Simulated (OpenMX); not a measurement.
The system is ZrS2.

```
Zr S
1.0
     3.69138    0.00000    0.00000
    -1.84569    3.19683    0.00000
     0.00000    0.00000    6.04108
Zr S
1 2
Cartesian
  0.0000 0.0000 0.0000
  0.0000 2.1312 1.4372
  1.8457 1.0656 4.6038
```

The cell is a database's computed one.

Base run:

```yaml
Program: OpenMX 3.8.5
Functional: PBE
Potentials_or_basis: OpenMX 2013 PBE set, Zr7.0-s3p2d1, S7.0-s2p2d1, grid cutoff 400 Ry
k_mesh: 9 × 9 × 5
Occupations: fermi-dirac, width 0.05 eV
Spin: no spin polarisation
```

Its results: band gap on the k mesh 0.94 eV, indirect (least direct gap 1.47 eV); pressure 2.6 GPa; largest force 0.510 eV/Å.

Problem. The run is repeated on the same cell with these changes: potentials or basis from OpenMX 2013 PBE set, Zr7.0-s3p2d1, S7.0-s2p2d1, grid cutoff 400 Ry to OpenMX 2013 PBE set, Zr7.0-s3p2d2f1, S7.0-s3p2d2f1, grid cutoff 400 Ry. What comes out?

Solution. Band gap on the k mesh 1.03 eV, indirect (least direct gap 1.60 eV); pressure 1.4 GPa; largest force 0.241 eV/Å.

Caveats: this functional lacks dispersion, which binds the layers, so the pressure and a relaxed spacing across them are unreliable; the basis of atomic orbitals isn't converged, which shifts pressures, moduli and gaps.
